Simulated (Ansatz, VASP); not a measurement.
Given: the input of a run of Ansatz 0.2.0 on MoS2. Measurements of this composition are mostly on another form, of space group No. 194.

Contents of input.yaml:

```yaml
crystal:
  lattice:
    - [1.58, 0.9122134253, 6.15]
    - [-1.58, 0.9122134253, 6.15]
    - [0.0, -1.8244268506, 6.15]
  atoms:
    - { symbol: Mo, position: [0.0, 0.0, 0.0] }
    - { symbol: S, position: [0.417, 0.417, 0.417] }
    - { symbol: S, position: [0.25, 0.25, 0.25] }
kpoints:
  mp_grid: { grid: [10, 10, 10] }
scf:
  occupations: { method: fermi_dirac, width: 0.05 }
hamiltonian:
  xc: pbesol
  pseudopotentials: { kind: all_electron, lapw: { basis_error: 0.001 } }
output:
  forces: true
  stress: true
  eigenvalues: true
  populations: true
```

Potentials or basis: all-electron LAPW, scalar-relativistic.

The run is started by

```console
$ ansatz run input.yaml --threads 2 --pin off --max-ram 8192MiB --backend cpu --events-out ev --progress --plain --runs-dir out
```

Q: What does the same run look like in VASP 6.6.1? Potentials or basis there: PBE PAW files Mo_sv, S, 520 eV.

A: As run (cutoffs and basis follow the program's own potentials, and thresholds, step limits or extra output files can differ):

The input INCAR:

```
SYSTEM = MoS2
PREC     = Accurate       ! precision mode
ENCUT    = 520            ! plane-wave cutoff, eV
EDIFF    = 1E-7           ! SCF threshold, eV
ISMEAR   = -1             ! smearing method
SIGMA    = 0.05           ! smearing width, eV
LREAL    = .False.        ! projectors in reciprocal space
LASPH    = .True.         ! aspherical terms in the spheres
NELM     = 80             ! most SCF steps
ALGO     = Normal         ! electronic algorithm
ISIF     = 2              ! what is computed and relaxed
LWAVE    = .False.        ! write WAVECAR
LCHARG   = .False.        ! write CHGCAR
GGA      = PS             ! functional
NBANDS   = 20             ! bands
```

The input KPOINTS:

```
Automatic mesh
0
Gamma
  10 10 10
  0 0 0
```

POSCAR

```
MoS2
1.0
    1.5800000000      0.9122134253      6.1500000000
   -1.5800000000      0.9122134253      6.1500000000
    0.0000000000     -1.8244268506      6.1500000000
Mo S
1 2
Direct
    0.0000000000      0.0000000000      0.0000000000
    0.4170000000      0.4170000000      0.4170000000
    0.2500000000      0.2500000000      0.2500000000
```

Potentials or basis: VASP PAW PBE potentials, release 64 (Mo_sv, S).

Command:

```sh
$ cat potpaw_PBE.64/Mo_sv/POTCAR potpaw_PBE.64/S/POTCAR > POTCAR
$ mpirun -np 1 vasp_std > vasp.out
```

Both were run:

|  | Ansatz | VASP |
| --- | --- | --- |
| Pressure | 0.4 GPa | 0.3 GPa |
| Largest force | 0.260 eV/Å | 0.260 eV/Å |

VASP's potentials were made for PBE.

Where Ansatz's input types no cutoff or centring, it takes its own default and a Γ-centred mesh.

Pressure is positive in compression.
